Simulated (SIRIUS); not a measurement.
Runs of SIRIUS 7.12.0 on TiTe2. The structure is trigonal, space group P-3m1 (No. 164). The conventional cell has a = 3.777 Å, b = 3.777 Å, c = 6.498 Å, α = 90.00°, β = 90.00°, γ = 120.00°. Te (site symmetry 3m) is surrounded by 3 Ti at 2.77 Å. Ti (site symmetry -3m) has 6 Te at 2.77 Å as nearest neighbours. 

```csv
potentials or basis,spin,k mesh,valence relativity,reference energy of the basis,core relativity,largest force (eV/Å)
"all-electron FP-LAPW (Koelling-Harmon valence), apw+lo standard",off,8 × 8 × 4,koelling_harmon,0.23 Ha,dirac,0.01
"all-electron FP-LAPW (no relativity for the valence, core without relativity), apw+lo standard",off,8 × 8 × 4,none,0.24 Ha,none,(a)
"all-electron FP-LAPW (ZORA valence), apw+lo standard",off,8 × 8 × 4,zora,0.23 Ha,dirac,0.01
"all-electron FP-LAPW, apw+lo standard","SOC, no magnetisation",6 × 6 × 3,iora,0.24 Ha,-,0.03
```

Alike in all rows: task band structure; level PBE; cell as given; cutoff (eV) 183; smearing fermi-dirac 0.05 eV.

Q: Estimate the missing entries.

A: (a) 0.09.

Caveats: relativity is left out for the valence states, which matters for the heavier elements (some runs); relativity is left out for the core states (some runs); spin-orbit coupling enters by second variation, whose total energy isn't converged in the number of states and isn't listed, and the forces lack its term (some runs).
